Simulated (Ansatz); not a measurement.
# CaS: modes and screening against the lattice constant

All numbers below come from DFT LDA, scalar-relativistic, plane waves, PAW in Ansatz. Plane waves to 420 eV; Γ-centred k mesh 8×8×8; fixed occupations. No spin polarisation. Phonons by linear response, acoustic sum rule imposed.

The cell is fixed (symmetry leaves no force on the atoms) and stands under -1.8 GPa:
```cif
data_structure
_symmetry_space_group_name_H-M 'P 1'
_symmetry_Int_Tables_number 1
_cell_length_a 3.9713
_cell_length_b 3.9713
_cell_length_c 3.9713
_cell_angle_alpha 60.000
_cell_angle_beta 60.000
_cell_angle_gamma 60.000
_cell_volume 44.29
loop_
_atom_site_label
_atom_site_type_symbol
_atom_site_fract_x
_atom_site_fract_y
_atom_site_fract_z
_atom_site_occupancy
Ca1 Ca 0.00000 0.00000 0.00000 1
S1 S 0.50000 0.50000 0.50000 1
```

The cell is the ideal cubic rocksalt prototype.

Problem. How do the optical zone-centre modes (counted from the lowest optical one, degenerate ones once; i marks imaginary ones; without the LO field) and the screening change over a = 5.501 and 5.616 Å?

Solution.
| a (Å) | 5.501 | 5.616 |
| --- | --- | --- |
| pressure (GPa) | 2.5 | -1.8 |
| gap on the mesh (eV) | 1.87 | 2.05 |
| ε∞ | 5.51 | 5.31 |
| ε0 | 10.9 | 12.0 |
| mode 1 (cm⁻¹) | 260 | 228 |

Cost: 2 runs of about 0.89 core-minutes in all, on Arm Neoverse V2 (shared hosts).